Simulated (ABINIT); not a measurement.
# CoO (R-3m) in ABINIT: a series of runs

One crystal, CoO, is run at these levels: PBEsol; tasks: relaxation of cell and atoms, single point.

Everything below comes from runs of ABINIT 10.8.3 (patched build). Logs are shortened: lines on timing, memory, paths and dates and some standing lists are left out, and cuts for length are marked. The log counts tension as positive stress, the text compression.

## Step 1: Starting point

It takes space group R-3m (No. 166, trigonal). The conventional cell has a = 3.011 Å, b = 3.011 Å, c = 7.320 Å, α = 90.00°, β = 90.00°, γ = 120.00°. Co (site symmetry -3m) is surrounded by 6 O at 2.12 Å. O (site symmetry -3m) is surrounded by 6 Co at 2.12 Å.

The cell is a database's computed one.

## Step 2: Relaxation of cell and atoms, PBEsol, collinear spin, ferromagnetic start

File run.abi:

```
# Pseudopotentials
pp_dirpath "./"
pseudos "Co.upf, O.upf"

# Structure
acell 3*1.0
rprim
     2.8449251281     1.6425182886     4.6107936168
    -2.8449251281     1.6425182886     4.6107936168
     0.0000000000    -3.2850365771     4.6107936168
ntypat 2
znucl 27 8
natom 2
typat 1 2
chkprim 0
chksymtnons 0
tolsym 1.0e-6
xred
            0.0            0.0            0.0
            1/2            1/2            1/2

# Plane-wave basis
ecut 48.0
ecutsm 0.5

# k points
kptopt 1
ngkpt 8 8 8
nshiftk 1
shiftk 0.0 0.0 0.0

# Exchange and correlation
ixc -116133

# Bands and occupations
nband 16
occopt 3
tsmear 0.05 eV

# Spin
nsppol 2
spinat
     0.0000000000     0.0000000000     2.0000000000
     0.0000000000     0.0000000000     0.0000000000

# SCF cycle
nstep 80
tolvrs 1.0e-12

# Output
iomode 3
prteig 0
prtebands 0
prtwf 0
prtden 0

# Relaxation
ionmov 2
optcell 2
ntime 50
tolmxf 2.0e-5
dilatmx 1.08
```

Potentials or basis: PseudoDojo NC SR PBEsol v0.4.1 standard.

Started as:

```
$ mpirun --bind-to none -np 4 abinit run.abi > log 2>&1
```

run.abo:

```text
.Version 10.8.3 of ABINIT
 Symmetries : space group R-3 m (#166); Bravais hR (rhombohedral)
================================================================================
 Values of the parameters that define the memory need of the present run
     intxc =       0    ionmov =       2      iscf =       7    lmnmax =       6
     lnmax =       6     mgfft =      40  mpssoang =       3    mqgrid =    3001
     natom =       2  nloc_mem =       1    nspden =       2   nspinor =       1
    nsppol =       2      nsym =      12    n1xccc =    2501    ntypat =       2
    occopt =       3   xclevel =       2
       mpw =        2622          nfft =       64000          nkpt =          65
================================================================================
================================================================================

--------------------------------------------------------------------------------
------------- Echo of variables that govern the present computation ------------
--------------------------------------------------------------------------------
 -outvars: echo values of preprocessed input variables --------
            acell      1.0000000000E+00  1.0000000000E+00  1.0000000000E+00 Bohr
              amu      5.89332000E+01  1.59994000E+01
          chkprim           0
      chksymtnons           0
          dilatmx      1.08000000E+00
             ecut      4.80000000E+01 Hartree
           ecutsm      5.00000000E-01 Hartree
           ionmov           2
                       outvar_i_n : Printing only first  50 k-points.
              ixc     -116133
                       outvar_i_n : Printing only first  50 k-points.
         kptrlatt        8    0    0      0    8    0      0    0    8
          kptrlen      4.52907995E+01
            natom           2
            nband          16
            ngfft          40      40      40
             nkpt          65
           nspden           2
           nsppol           2
            nstep          80
             nsym          12
            ntime          50
           ntypat           2
                       prtocc : prtvol=0, do not print more k-points.
                       1.000000  1.000000  1.000000  1.000000  1.000000  1.000000
                       1.000000  1.000000  1.000000  1.000000  1.000000  1.000000
                       0.000000  0.000000  0.000000  0.000000
                       1.000000  1.000000  1.000000  1.000000  1.000000  1.000000
                       1.000000  1.000000  1.000000  1.000000  1.000000  1.000000
                       0.000000  0.000000  0.000000  0.000000
                       1.000000  1.000000  1.000000  1.000000  1.000000  1.000000
                       1.000000  1.000000  1.000000  1.000000  1.000000  1.000000
                       0.000000  0.000000  0.000000  0.000000
                       1.000000  1.000000  1.000000  1.000000  1.000000  1.000000
                       1.000000  1.000000  1.000000  1.000000  1.000000  1.000000
                       0.000000  0.000000  0.000000  0.000000
[... 1627 lines left out ...]

 cartesian coordinates (angstrom) at end:
    1      0.00000000000000     0.00000000000000     0.00000000000000
    2      0.00000000000000     0.00000000002611     3.61127038499762

 cartesian forces (hartree/bohr) at end:
    1     -0.00000000000000    -0.00000000000000    -0.00000000000000
    2     -0.00000000000000    -0.00000000000000    -0.00000000000000
 frms,max,avg= 0.0000000E+00 0.0000000E+00   0.000E+00  0.000E+00  0.000E+00 h/b

 cartesian forces (eV/Angstrom) at end:
    1     -0.00000000000000    -0.00000000000000    -0.00000000000000
    2     -0.00000000000000    -0.00000000000000    -0.00000000000000
 frms,max,avg= 0.0000000E+00 0.0000000E+00   0.000E+00  0.000E+00  0.000E+00 e/A
 length scales=  5.572022843929  5.572022843929  5.572022843929 bohr
              =  2.948587505638  2.948587505638  2.948587505638 angstroms
 Fermi (or HOMO) energy (hartree) =   0.36075   Average Vxc (hartree)=  -0.49779
 Magnetization (Bohr magneton)=  2.84234889E+00
 Total spin up =  1.29211744E+01   Total spin down =  1.00788256E+01
 Eigenvalues (hartree) for nkpt=  65  k points, SPIN UP:
 kpt#   1, nband= 16, wtk=  0.00195, kpt=  0.0000  0.0000  0.0000 (reduced coord)
  -3.18235   -1.84024   -1.84024   -1.84024   -0.40532    0.22949    0.22949    0.22949
   0.23609    0.23609    0.24096    0.24096    0.24096    0.40411    0.97429    1.03451
      occupation numbers for kpt#   1
   1.00000    1.00000    1.00000    1.00000    1.00000    1.00000    1.00000    1.00000
   1.00000    1.00000    1.00000    1.00000    1.00000    0.00000    0.00000    0.00000
 prteigrs : prtvol=0 or 1, do not print more k-points.

 Eigenvalues (hartree) for nkpt=  65  k points, SPIN DOWN:
 kpt#   1, nband= 16, wtk=  0.00195, kpt=  0.0000  0.0000  0.0000 (reduced coord)
  -3.09121   -1.74387   -1.74387   -1.74387   -0.38646    0.25138    0.25138    0.25138
   0.31505    0.31505    0.31505    0.35125    0.35125    0.42256    0.97217    1.05481
      occupation numbers for kpt#   1
   1.00000    1.00000    1.00000    1.00000    1.00000    1.00000    1.00000    1.00000
   1.00000    1.00000    1.00000    0.99433    0.99433    0.00000    0.00000    0.00000
 prteigrs : prtvol=0 or 1, do not print more k-points.

--- !EnergyTerms
iteration_state     : {dtset: 1, itime: 13, icycle: 1, }
comment             : Components of total free energy in Hartree
kinetic             :  7.92313500456815E+01
hartree             :  4.41945258437806E+01
xc                  : -3.19722459669491E+01
Ewald energy        : -1.08653585460235E+02
psp_core            :  4.70469342334759E+00
local_psp           : -1.34936848272900E+02
non_local_psp       : -2.18374688873177E+01
internal            : -1.69269579274592E+02
'-kT*entropy'       : -1.11665715953172E-03
total_energy        : -1.69270695931752E+02
total_energy_eV     : -4.60609028712490E+03
band_energy         : -1.48018365084025E+01
...

 Cartesian components of stress tensor (hartree/bohr^3)
  sigma(1 1)= -6.14852282E-09  sigma(3 2)= -2.78032073E-13
  sigma(2 2)= -6.15010576E-09  sigma(3 1)=  0.00000000E+00
  sigma(3 3)= -1.11245792E-08  sigma(2 1)=  0.00000000E+00

-Cartesian components of stress tensor (GPa)         [Pressure=  2.2971E-04 GPa]
- sigma(1 1)= -1.80895787E-04  sigma(3 2)= -8.17998599E-09
- sigma(2 2)= -1.80942358E-04  sigma(3 1)=  0.00000000E+00
- sigma(3 3)= -3.27296419E-04  sigma(2 1)=  0.00000000E+00

== END DATASET(S) ==============================================================
================================================================================

 -outvars: echo values of variables after computation  --------
            acell      5.5720228439E+00  5.5720228439E+00  5.5720228439E+00 Bohr
           etotal     -1.6927069593E+02
            fcart     -0.0000000000E+00 -0.0000000000E+00 -0.0000000000E+00
                      -0.0000000000E+00 -0.0000000000E+00 -0.0000000000E+00
            rprim      4.9999918044E-01  2.8867466144E-01  8.1649725009E-01
                      -4.9999918044E-01  2.8867466144E-01  8.1649725009E-01
                       0.0000000000E+00 -5.7734932285E-01  8.1649725009E-01
           strten     -6.1485228228E-09 -6.1501057580E-09 -1.1124579181E-08
                      -2.7803207273E-13  0.0000000000E+00  0.0000000000E+00
           xangst      0.0000000000E+00  0.0000000000E+00  0.0000000000E+00
                       0.0000000000E+00  2.6107182389E-11  3.6112703850E+00
             xred      0.0000000000E+00  0.0000000000E+00  0.0000000000E+00
                       5.0000000000E-01  5.0000000000E-01  5.0000000000E-01
 Calculation completed.
```

Run time: 12 min. Hardware: 4 MPI ranks of Arm Neoverse V1, shared host; peak memory 0.44 GiB.

What came out:

* Free energy: -4606.0903 eV
* Relaxed volume: 9.06 Å³/atom
* Relaxed cell: a = 2.949 Å, b = 2.949 Å, c = 2.949 Å, α = 60.00°, β = 60.00°, γ = 60.00°
* Space group after relaxing (to 0.05 Å): Fm-3m (No. 225)
* Energy gained by relaxing: 16.0 meV/atom
* Ionic steps: 13
* Pressure after relaxing: 0.0 GPa
* Band gap on the k mesh: none (metal or under the smearing width)
* Net moment: 2.84 μB per cell
* Site moments: Co +2.47; O +0.34 μB

The path:
| step | energy change (eV) | largest force (eV/Å) | pressure (GPa) | volume (Å³) |
| --- | --- | --- | --- | --- |
| 1 | 0.0000 | 0.0000 | -9.50 | 19.16 |
| 2 | -0.0248 | 0.0000 | -4.81 | 18.60 |
| 3 | -0.0322 | 0.0000 | 0.51 | 18.08 |
| 4 | -0.0323 | 0.0000 | -0.02 | 18.13 |
| 5 | -0.0323 | 0.0000 | -0.07 | 18.13 |
| 6 | -0.0316 | 0.0000 | -1.96 | 18.31 |
| 7 | -0.0322 | 0.0000 | -0.25 | 18.15 |
| 8 | -0.0321 | 0.0000 | -0.27 | 18.15 |
| 9 | -0.0321 | 0.0000 | 0.15 | 18.11 |
| 10 | -0.0320 | 0.0000 | -0.79 | 18.20 |
| 11 | -0.0321 | 0.0000 | -0.03 | 18.13 |
| 12 | -0.0321 | 0.0000 | -0.01 | 18.13 |
| 13 | -0.0321 | 0.0000 | 0.00 | 18.13 |

Final structure:
```yaml
crystal:
  lattice:
    - [1.47429, 0.85118, 2.40751]
    - [-1.47429, 0.85118, 2.40751]
    - [0.00000, -1.70236, 2.40751]
  atoms:
    - { symbol: Co, position: [0.00000, 0.00000, 0.00000] }
    - { symbol: O, position: [0.50000, 0.50000, 0.50000] }
```

Caveat: a cell with one magnetic atom can't hold antiferromagnetic order, which such compounds often take; semilocal functionals often make such compounds metallic where correlation or magnetic order opens a gap, which also shifts bond lengths.

## Step 3: Single point, PBEsol, collinear spin, ferromagnetic start (cell relaxed)

File run.abi:

```
# Pseudopotentials
pp_dirpath "./"
pseudos "Co.upf, O.upf"

# Structure
acell 2.9485875075 2.9485875075 2.9485875058 Angstrom
rprim
     0.4999991814     0.2886746613     0.8164972496
    -0.4999991814     0.2886746613     0.8164972496
     0.0000000000    -0.5773493229     0.8164972500
ntypat 2
znucl 27 8
natom 2
typat 1 2
xred
     0.0000000000     0.0000000000     0.0000000000
     0.5000000000     0.5000000000     0.5000000000
chkprim 0
chksymtnons 0
tolsym 1.0e-6

# Plane-wave basis
ecut 48.0

# k points
kptopt 1
ngkpt 8 8 8
nshiftk 1
shiftk 0.0 0.0 0.0

# Exchange and correlation
ixc -116133

# Bands and occupations
nband 16
occopt 3
tsmear 0.05 eV

# Spin
nsppol 2
spinat
     0.0000000000     0.0000000000     2.0000000000
     0.0000000000     0.0000000000     0.0000000000

# SCF cycle
nstep 100
tolvrs 1.0e-10

# Output
iomode 3
prtwf 0
prtden 0
prteig 0
prtebands 0
enunit 1
```

Potentials or basis: PseudoDojo NC SR PBEsol v0.4.1 standard.

Started as:

```
$ mpirun --bind-to none -np 4 abinit run.abi > log 2>&1
```

run.abo:

```text
.Version 10.8.3 of ABINIT
 Symmetries : space group R-3 m (#166); Bravais hR (rhombohedral)
================================================================================
 Values of the parameters that define the memory need of the present run
     intxc =       0    ionmov =       0      iscf =       7    lmnmax =       6
     lnmax =       6     mgfft =      36  mpssoang =       3    mqgrid =    3001
     natom =       2  nloc_mem =       1    nspden =       2   nspinor =       1
    nsppol =       2      nsym =      12    n1xccc =    2501    ntypat =       2
    occopt =       3   xclevel =       2
       mpw =        1964          nfft =       46656          nkpt =          65
================================================================================
================================================================================

--------------------------------------------------------------------------------
------------- Echo of variables that govern the present computation ------------
--------------------------------------------------------------------------------
 -outvars: echo values of preprocessed input variables --------
            acell      5.5720228474E+00  5.5720228474E+00  5.5720228442E+00 Bohr
              amu      5.89332000E+01  1.59994000E+01
          chkprim           0
      chksymtnons           0
             ecut      4.80000000E+01 Hartree
           enunit           1
                       outvar_i_n : Printing only first  50 k-points.
              ixc     -116133
                       outvar_i_n : Printing only first  50 k-points.
         kptrlatt        8    0    0      0    8    0      0    0    8
          kptrlen      4.45761097E+01
            natom           2
            nband          16
            ngfft          36      36      36
             nkpt          65
           nspden           2
           nsppol           2
            nstep         100
             nsym          12
           ntypat           2
                       prtocc : prtvol=0, do not print more k-points.
                       1.000000  1.000000  1.000000  1.000000  1.000000  1.000000
                       1.000000  1.000000  1.000000  1.000000  1.000000  1.000000
                       0.000000  0.000000  0.000000  0.000000
                       1.000000  1.000000  1.000000  1.000000  1.000000  1.000000
                       1.000000  1.000000  1.000000  1.000000  1.000000  1.000000
                       0.000000  0.000000  0.000000  0.000000
[... 298 lines left out ...]
 frms,max,avg= 0.0000000E+00 0.0000000E+00   0.000E+00  0.000E+00  0.000E+00 h/b

 cartesian forces (eV/Angstrom) at end:
    1     -0.00000000000000    -0.00000000000000    -0.00000000000000
    2     -0.00000000000000    -0.00000000000000    -0.00000000000000
 frms,max,avg= 0.0000000E+00 0.0000000E+00   0.000E+00  0.000E+00  0.000E+00 e/A
 length scales=  5.572022847448  5.572022847448  5.572022844236 bohr
              =  2.948587507500  2.948587507500  2.948587505800 angstroms
 Fermi (or HOMO) energy (eV) =   9.81641   Average Vxc (eV)= -13.54560
 Eigenvalues (   eV  ) for nkpt=  65  k points, SPIN UP:
 kpt#   1, nband= 16, wtk=  0.00195, kpt=  0.0000  0.0000  0.0000 (reduced coord)
 -86.59612  -50.07546  -50.07546  -50.07546  -11.02921    6.24464    6.24466    6.24466
   6.42435    6.42435    6.55690    6.55692    6.55692   10.99630   26.51185   28.15049
 prteigrs : prtvol=0 or 1, do not print more k-points.

 Eigenvalues (   eV  ) for nkpt=  65  k points, SPIN DOWN:
 kpt#   1, nband= 16, wtk=  0.00195, kpt=  0.0000  0.0000  0.0000 (reduced coord)
 -84.11611  -47.45312  -47.45312  -47.45312  -10.51601    6.84041    6.84043    6.84043
   8.57283    8.57284    8.57284    9.55812    9.55812   11.49832   26.45411   28.70278
 prteigrs : prtvol=0 or 1, do not print more k-points.

--- !EnergyTerms
iteration_state     : {dtset: 1, }
comment             : Components of total free energy in Hartree
kinetic             :  7.92313614581073E+01
hartree             :  4.41945276883593E+01
xc                  : -3.19722510864180E+01
Ewald energy        : -1.08653585362565E+02
psp_core            :  4.70469341066032E+00
local_psp           : -1.34936856204278E+02
non_local_psp       : -2.18374712338935E+01
internal            : -1.69269581330029E+02
'-kT*entropy'       : -1.11665990431713E-03
total_energy        : -1.69270697989933E+02
total_energy_eV     : -4.60609034313086E+03
band_energy         : -1.48018354353253E+01
...

 Cartesian components of stress tensor (hartree/bohr^3)
  sigma(1 1)=  2.08938619E-06  sigma(3 2)= -3.65824004E-12
  sigma(2 2)=  2.08956921E-06  sigma(3 1)=  0.00000000E+00
  sigma(3 3)=  2.08354842E-06  sigma(2 1)=  0.00000000E+00

-Cartesian components of stress tensor (GPa)         [Pressure= -6.1416E-02 GPa]
- sigma(1 1)=  6.14718639E-02  sigma(3 2)= -1.07629138E-07
- sigma(2 2)=  6.14772487E-02  sigma(3 1)=  0.00000000E+00
- sigma(3 3)=  6.13001109E-02  sigma(2 1)=  0.00000000E+00

== END DATASET(S) ==============================================================
================================================================================

 -outvars: echo values of variables after computation  --------
            acell      5.5720228474E+00  5.5720228474E+00  5.5720228442E+00 Bohr
           etotal     -1.6927069799E+02
            fcart     -0.0000000000E+00 -0.0000000000E+00 -0.0000000000E+00
                      -0.0000000000E+00 -0.0000000000E+00 -0.0000000000E+00
            rprim      4.9999918140E-01  2.8867466130E-01  8.1649724960E-01
                      -4.9999918140E-01  2.8867466130E-01  8.1649724960E-01
                       0.0000000000E+00 -5.7734932290E-01  8.1649725000E-01
           strten      2.0893861859E-06  2.0895692101E-06  2.0835484206E-06
                      -3.6582400438E-12  0.0000000000E+00  0.0000000000E+00
           xangst      0.0000000000E+00  0.0000000000E+00  0.0000000000E+00
                       3.5661335115E-17  4.8458799585E-11  3.6112703850E+00
             xred      0.0000000000E+00  0.0000000000E+00  0.0000000000E+00
                       5.0000000000E-01  5.0000000000E-01  5.0000000000E-01
 Calculation completed.
```

It took 52 s on 4 MPI ranks of Arm Neoverse V1, shared host; peak memory 0.36 GiB.

Results:

* Free energy: -4606.0903 eV
* Pressure: -0.1 GPa
* Band gap on the k mesh: none (metal or under the smearing width)
* Net moment: 2.84 μB per cell
* Site moments: Co +2.47; O +0.34 μB
* Valence electrons inside the program's atomic spheres: Co 15.07; O 6.24

Caveat: a cell with one magnetic atom can't hold antiferromagnetic order, which such compounds often take; semilocal functionals often make such compounds metallic where correlation or magnetic order opens a gap, which also shifts bond lengths.
